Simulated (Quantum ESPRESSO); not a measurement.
# Bi (Im-3m) in Quantum ESPRESSO: settings compared, part 2 of 4

Quantum ESPRESSO 7.5. Earlier steps stand in the parts before.

## 3. Phonons, PBE

File pw.in:

```
&CONTROL
  calculation = 'scf'
  prefix = 'pwscf'
  outdir = './tmp'
  pseudo_dir = './pseudo'
  tprnfor = .true.
  tstress = .true.
  disk_io = 'low'
/
&SYSTEM
  ibrav = 0
  nat = 1
  ntyp = 1
  ecutwfc = 45
  ecutrho = 360
  nbnd = 13
  occupations = 'smearing'
  smearing = 'gaussian'
  degauss = 0.01999163
/
&ELECTRONS
  conv_thr = 2d-10
  electron_maxstep = 120
  mixing_beta = 0.5
/
ATOMIC_SPECIES
Bi   208.9804 bi_pbe_v1.uspp.F.UPF
CELL_PARAMETERS angstrom
  -1.9814305318    1.9814305318    1.9814305318
   1.9814305318   -1.9814305318    1.9814305318
   1.9814305318    1.9814305318   -1.9814305318
ATOMIC_POSITIONS crystal
Bi     0.0000000000    0.0000000000    0.0000000000
K_POINTS automatic
9 9 9 0 0 0
```

File relax.in:

```
&CONTROL
  calculation = 'vc-relax'
  prefix = 'pwscf'
  outdir = './tmp'
  pseudo_dir = './pseudo'
  tprnfor = .true.
  tstress = .true.
  disk_io = 'low'
  nstep = 40
  forc_conv_thr = 0.0001
  etot_conv_thr = 1d-06
/
&SYSTEM
  ibrav = 0
  nat = 1
  ntyp = 1
  ecutwfc = 45
  ecutrho = 360
  nbnd = 13
  occupations = 'smearing'
  smearing = 'gaussian'
  degauss = 0.01999163
/
&ELECTRONS
  conv_thr = 2d-10
  electron_maxstep = 120
  mixing_beta = 0.5
/
&IONS
  ion_dynamics = 'bfgs'
/
&CELL
  cell_dynamics = 'bfgs'
  press = 0
  press_conv_thr = 0.2
/
ATOMIC_SPECIES
Bi   208.9804 bi_pbe_v1.uspp.F.UPF
CELL_PARAMETERS angstrom
  -1.9814305318    1.9814305318    1.9814305318
   1.9814305318   -1.9814305318    1.9814305318
   1.9814305318    1.9814305318   -1.9814305318
ATOMIC_POSITIONS crystal
Bi     0.0000000000    0.0000000000    0.0000000000
K_POINTS automatic
9 9 9 0 0 0
```

File scf2.in:

```
&CONTROL
  calculation = 'scf'
  prefix = 'pwscf'
  outdir = './tmp'
  pseudo_dir = './pseudo'
  tprnfor = .true.
  tstress = .true.
  disk_io = 'low'
/
&SYSTEM
  ibrav = 0
  nat = 1
  ntyp = 1
  ecutwfc = 45
  ecutrho = 360
  nbnd = 13
  occupations = 'smearing'
  smearing = 'gaussian'
  degauss = 0.01999163
/
&ELECTRONS
  conv_thr = 1d-13
  electron_maxstep = 120
  mixing_beta = 0.5
  startingpot = 'file'
  startingwfc = 'file'
/
ATOMIC_SPECIES
Bi   208.9804 bi_pbe_v1.uspp.F.UPF
CELL_PARAMETERS angstrom
  -1.9882464378    1.9882464378    1.9882464378
   1.9882464378   -1.9882464378    1.9882464378
   1.9882464378    1.9882464378   -1.9882464378
ATOMIC_POSITIONS crystal
Bi     0.0000000000    0.0000000000    0.0000000000
K_POINTS automatic
9 9 9 0 0 0
```

File ph.in:

```
phonons of Bi
&INPUTPH
  prefix = 'pwscf'
  outdir = './tmp'
  tr2_ph = 1d-16
  fildyn = 'dyn'
  niter_ph = 60
  alpha_mix(1) = 0.4
/
0.4330127019 0.4330127019 0.0000000000
```

Potentials or basis: GBRV 1.5 PBE.

Started as:

```sh
> OMP_NUM_THREADS=1 pw.x -in pw.in > pw.out
> OMP_NUM_THREADS=1 pw.x -in relax.in > relax.out
> OMP_NUM_THREADS=1 pw.x -in scf2.in > scf2.out
> OMP_NUM_THREADS=1 ph.x -in ph.in > ph.out
```

pw.out:

```text
This program is part of the open-source Quantum ESPRESSO suite
     for quantum simulation of materials; please cite
[... 9 lines left out ...]
     --------------------
     sticks:   dense  smooth     PW     G-vecs:    dense   smooth      PW
     Sum        1137     561    173                24295     8583    1505

     Using Slab Decomposition

     bravais-lattice index     =            0
     lattice parameter (alat)  =       6.4854  a.u.
     unit-cell volume          =     209.9874 (a.u.)^3
     number of atoms/cell      =            1
     number of atomic types    =            1
     number of electrons       =        15.00
     number of Kohn-Sham states=           13
     kinetic-energy cutoff     =      45.0000  Ry
     charge density cutoff     =     360.0000  Ry
     scf convergence threshold =      2.0E-10
     mixing beta               =       0.5000
     number of iterations used =            8  plain     mixing
     Exchange-correlation= SLA  PW   PBE  PBE
                           (   1   4   3   4   0   0   0)

     celldm(1)=   6.485424  celldm(2)=   0.000000  celldm(3)=   0.000000
     celldm(4)=   0.000000  celldm(5)=   0.000000  celldm(6)=   0.000000

     crystal axes: (cart. coord. in units of alat)
               a(1) = (  -0.577350   0.577350   0.577350 )
               a(2) = (   0.577350  -0.577350   0.577350 )
               a(3) = (   0.577350   0.577350  -0.577350 )

     reciprocal axes: (cart. coord. in units 2 pi/alat)
               b(1) = ( -0.000000  0.866025  0.866025 )
               b(2) = (  0.866025 -0.000000  0.866025 )
               b(3) = (  0.866025  0.866025  0.000000 )

[... 60 lines left out ...]
        k(   35) = (   0.0000000   0.0000000   0.7698004), wk =   0.0164609

     Dense  grid:    24295 G-vectors     FFT dimensions: (  40,  40,  40)

     Smooth grid:     8583 G-vectors     FFT dimensions: (  27,  27,  27)

     Check: negative core charge=   -0.000002

     Initial potential from superposition of free atoms

     starting charge      14.0000, renormalised to      15.0000

     negative rho (up, down):  4.471E-02 0.000E+00
     Starting wfcs are    9 randomized atomic wfcs +    4 random wfcs

     Self-consistent Calculation

     iteration #  1     ecut=    45.00 Ry     beta= 0.50
     Davidson diagonalization with overlap
     ethr =  1.00E-02,  avg # of iterations =  6.3

     negative rho (up, down):  4.156E-02 0.000E+00
[... 58 lines left out ...]
     iteration #  8     ecut=    45.00 Ry     beta= 0.50
     Davidson diagonalization with overlap
     ethr =  4.20E-12,  avg # of iterations =  2.8

     negative rho (up, down):  4.299E-02 0.000E+00

     End of self-consistent calculation

          k = 0.0000 0.0000 0.0000 (  1055 PWs)   bands (ev):

   -11.2062 -11.2062 -11.2062 -11.0786 -11.0786  -1.6853  16.9544  16.9544
    16.9544  20.9394  22.4513  22.4513  22.4515
[... 168 lines left out ...]
   -11.2131 -11.2087 -11.0218 -11.0218 -11.0201   3.2650   9.8638  10.1752
    10.1752  15.4672  16.0828  27.2323  28.8452

     the Fermi energy is    11.8724 ev

!    total energy              =    -185.26575308 Ry
     estimated scf accuracy    <          5.5E-11 Ry
     smearing contrib. (-TS)   =      -0.00124065 Ry
     internal energy E=F+TS    =    -185.26451243 Ry

     The total energy is F=E-TS. E is the sum of the following terms:
     one-electron contribution =     -42.76475921 Ry
     hartree contribution      =      31.46935562 Ry
     xc contribution           =     -64.62768618 Ry
     ewald contribution        =    -109.34142266 Ry

     convergence has been achieved in   8 iterations

     negative rho (up, down):  4.299E-02 0.000E+00

     Forces acting on atoms (cartesian axes, Ry/au):

     atom    1 type  1   force =     0.00000000    0.00000000    0.00000000

     Total force =     0.000000     Total SCF correction =     0.000000

     Computing stress (Cartesian axis) and pressure

     negative rho (up, down):  4.299E-02 0.000E+00
          total   stress  (Ry/bohr**3)                   (kbar)     P=        5.72
   0.00003888   0.00000000   0.00000000            5.72        0.00        0.00
   0.00000000   0.00003888   0.00000000            0.00        5.72        0.00
   0.00000000   0.00000000   0.00003888            0.00        0.00        5.72

=------------------------------------------------------------------------------=
   JOB DONE.
=------------------------------------------------------------------------------=
```

relax.out:

```text
This program is part of the open-source Quantum ESPRESSO suite
     for quantum simulation of materials; please cite
[... 9 lines left out ...]
     --------------------
     sticks:   dense  smooth     PW     G-vecs:    dense   smooth      PW
     Sum        1137     561    173                24295     8583    1505
[... 1943 lines left out ...]
   0.00000198  -0.00000000  -0.00000000            0.29       -0.00       -0.00
  -0.00000000   0.00000198  -0.00000000           -0.00        0.29       -0.00
  -0.00000000  -0.00000000   0.00000198           -0.00       -0.00        0.29

=------------------------------------------------------------------------------=
   JOB DONE.
=------------------------------------------------------------------------------=
```

scf2.out:

```text
This program is part of the open-source Quantum ESPRESSO suite
     for quantum simulation of materials; please cite
[... 9 lines left out ...]
     --------------------
     sticks:   dense  smooth     PW     G-vecs:    dense   smooth      PW
     Sum        1143     563    173                24499     8589    1505
[... 322 lines left out ...]
   0.00000199   0.00000000   0.00000000            0.29        0.00        0.00
   0.00000000   0.00000199   0.00000000            0.00        0.29        0.00
   0.00000000   0.00000000   0.00000199            0.00        0.00        0.29

=------------------------------------------------------------------------------=
   JOB DONE.
=------------------------------------------------------------------------------=
```

It took 3.3 min on 1 thread of Arm Neoverse V2, shared host; peak memory 0.12 GiB.

Results:

* Free energy: -2520.6700 eV
* Relaxed volume: 31.44 Å³/atom
* Relaxed cell: a = 3.444 Å, b = 3.444 Å, c = 3.444 Å, α = 109.47°, β = 109.47°, γ = 109.47°
* Space group after relaxing (to 0.05 Å): Im-3m (No. 229)
* Pressure after relaxing: 0.0 GPa
* Band gap on the k mesh: none (metal or under the smearing width)
* Highest phonon frequency at the q point run: 70 cm⁻¹
* Most unstable mode: 34i cm⁻¹

Step by step:
```csv
step,energy change (eV),largest force (eV/Å),pressure (GPa),volume (Å³)
1,0.0000,0.0000,0.57,31.12
2,-0.0003,0.0000,0.42,31.21
3,-0.0005,0.0000,0.23,31.31
4,-0.0006,0.0000,0.00,31.44
5,-0.0006,0.0000,0.00,31.44
```

Final structure:
```xyz
1
Lattice="-1.9882 1.9882 1.9882 1.9882 -1.9882 1.9882 1.9882 1.9882 -1.9882" Properties=species:S:1:pos:R:3 pbc="T T T"
Bi    0.0000    0.0000    0.0000
```

Levels at points of the mesh, in eV from the Fermi level:
```tsv
k point	band 3	band 4	band 5	band 6	band 7	band 8	band 9	band 10	band 11	band 12
(0.00, 0.00, 0.00)	-23.06	-22.94	-22.94	-13.48	5.01	5.01	5.01	8.94	10.58	10.58
```

Phonon frequencies in cm⁻¹ (negative: imaginary):
| q point | frequencies |
| --- | --- |
| (0.000, 0.000, 0.500) | -34 -8 70 |

Phonon modes at q = (0.000, 0.000, 0.500) in reciprocal lattice units:
| mode | symmetry | cm⁻¹ |
| --- | --- | --- |
| 1 | B_1u | -34 |
| 2 | B_2u | -8 |
| 3 | B_3u | 70 |

Caveat: some modes are imaginary; the q point doesn't lie on the k mesh, which can shift a metal's frequencies strongly unless the mesh is converged; spin-orbit coupling is left out, which moves the levels of the heavy elements.

(Continued in part 3 of 4.)
